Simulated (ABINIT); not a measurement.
Runs of ABINIT 10.8.3 (patched build) on Ta. Symmetry: Im-3m, No. 229, cubic system. Conventional cell: a = 3.303 Å, b = 3.303 Å, c = 3.303 Å, α = 90.00°, β = 90.00°, γ = 90.00°. Around Ta (site symmetry m-3m) lie 8 Ta at 2.86 Å. 

| task | level | potentials or basis | cell | k mesh | cutoff (eV) | smearing | cutoff smearing ecutsm (Ha) | stop of the response cycle (tolvrs) | acoustic sum rule (asr) | ions in elastic constants | q points | gap on the mesh (eV) | pressure (GPa) |
| --- | --- | --- | --- | --- | --- | --- | --- | --- | --- | --- | --- | --- | --- |
| elastic constants | PBE | PseudoDojo NC SR PBE v0.4.1 standard | cell relaxed at zero pressure by an earlier run | 16 × 16 × 16 | 789 | fermi-dirac 0.1 eV | 0.5 | 1e-08 | 2 | relaxed | - | none | 2.3 |
| single point | PBE | PseudoDojo NC SR PBE v0.4.1 standard | cell relaxed | 8 × 8 × 8 | 789 | fermi-dirac 0.05 eV | - | - | - | - | - | none | 0.0 |
| phonons at a zone-boundary q | PBE | PseudoDojo NC SR PBE v0.4.1 standard | cell relaxed at zero pressure by an earlier run | 12 × 12 × 12 | 789 | cold (ABINIT) 0.2 eV | 0.5 | 1e-09 | - | - | ["H", "N"] | none | 1.1 |
| single point | PBEsol | PseudoDojo NC SR PBEsol v0.4.1 standard | as given | 8 × 8 × 8 | 680 | fermi-dirac 0.05 eV | - | - | - | - | - | none | (a) |
| optical spectrum | PBEsol | PseudoDojo NC SR PBEsol v0.4.1 standard | as given | 14 × 14 × 14, with 2 shifts | 680 | gaussian 0.136 eV | - | - | - | - | - | - | -4.3 |
| positron lifetime | PBEsol | JTH PAW PBE v2.0 | as given | 8 × 8 × 8 | 435 | cold (ABINIT) 0.1 eV | - | - | - | - | - | none | - |
| relaxation of cell and atoms | PBE | PseudoDojo NC SR PBE v0.4.1 standard | relaxed | 8 × 8 × 8 | 789 | fermi-dirac 0.05 eV | 0.5 | - | - | - | - | none | 0.0 |

Alike in all rows: no spin polarisation.

**Question.** Estimate the missing entries.

**Answer.** (a) -6.2.

Caveats: the cutoff is short for stress, so the pressure is rough (some runs); the cell is under stress, which shifts elastic constants (some runs); the mesh is coarse for a metal's response (some runs); the intraband (Drude) term is left out (some runs); spectra need much finer meshes, so this one isn't converged (some runs); independent-particle spectra lack excitons (some runs); the PAW basis is incomplete for the positron (some runs).

A k mesh can miss the band edges, and the runs leave out spin-orbit coupling on Ta.

A gap of «none» marks a metal or a gap under the smearing width.
